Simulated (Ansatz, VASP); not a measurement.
## AlN: VASP beside Ansatz

Contents of INCAR:

```
ALGO = Normal
EDIFF = 1E-6
ENCUT = 520
GGA = PE
ISIF = 2
ISMEAR = -1
LASPH = T
LCHARG = F
LREAL = F
LWAVE = F
NBANDS = 11
NELM = 60
PREC = Accurate
SIGMA = 0.02
```

Contents of KPOINTS:

```
k-points
0
Gamma
  10 10 10
```

File POSCAR:

```
AlN
1.0
    0.0000000000      1.9780000000      2.0373400000
    1.9780000000      0.0000000000      2.0373400000
    1.9780000000      1.9780000000      0.0000000000
Al N
1 1
Direct
    0.0000000000      0.0000000000      0.0000000000
    0.5000000000      0.5000000000      0.5000000000
```

Input for Ansatz:

```yaml
crystal:
  lattice:
    - [0.0, 1.978, 2.03734]
    - [1.978, 0.0, 2.03734]
    - [1.978, 1.978, 0.0]
  atoms:
    - { symbol: Al, position: [0.0, 0.0, 0.0] }
    - { symbol: "N", position: [0.5, 0.5, 0.5] }
kpoints:
  mp_grid: { grid: [10, 10, 10] }
  band_path:
    path:
      - [0.0, 0.0, 0.0]
      - [0.0, 0.5, 0.5]
      - [0.25, 0.75, 0.5]
      - [0.0, 0.5, 0.0]
      - [0.0, 0.0, 0.0]
      - [0.5, 0.5, 0.0]
      - [0.3678244886, 0.6321755114, 0.0]
      - [-0.3678244886, 0.3678244886, 0.0]
      - [0.0, 0.0, 0.0]
    npoints: 5
scf:
  occupations: { method: fermi_dirac, width: 0.02 }
hamiltonian:
  xc: pbe
  pseudopotentials: { kind: all_electron, lapw: { basis_error: 0.001 } }
output:
  forces: true
  stress: true
  eigenvalues: true
```

Change from the starting cell: zz strain of +3 %.

Alike in both runs: task single point; functional PBE; k mesh 10 × 10 × 10; occupations fermi-dirac, width 0.02 eV; no spin polarisation.

|  | VASP | Ansatz |
| --- | --- | --- |
| version | VASP 6.6.1 | Ansatz 0.2.0 |
| potentials or method | VASP PAW PBE potentials, release 64 (Al, N) | all-electron LAPW, scalar-relativistic |
| plane-wave cutoff (eV) | 520 | see its input |

Ansatz gave:

| Property | Result |
| --- | --- |
| gap on the k mesh at the Fermi level (eV) | 4.75 |
| pressure (GPa) | 16.2 |
| largest component of the traceless stress (GPa) | 6.76 |

Q: Which values does VASP return?

A: gap on the k mesh at the Fermi level (eV): 4.74; pressure (GPa): 15.9; largest component of the traceless stress (GPa): 6.74.

Ansatz ran all-electron here, so the differences hold the error of VASP's frozen core and of both bases.

Caveats: so large a pressure means that the cell lies far from this level's equilibrium, or that cutoff or potentials fall short (VASP). A k mesh can miss the band edges.
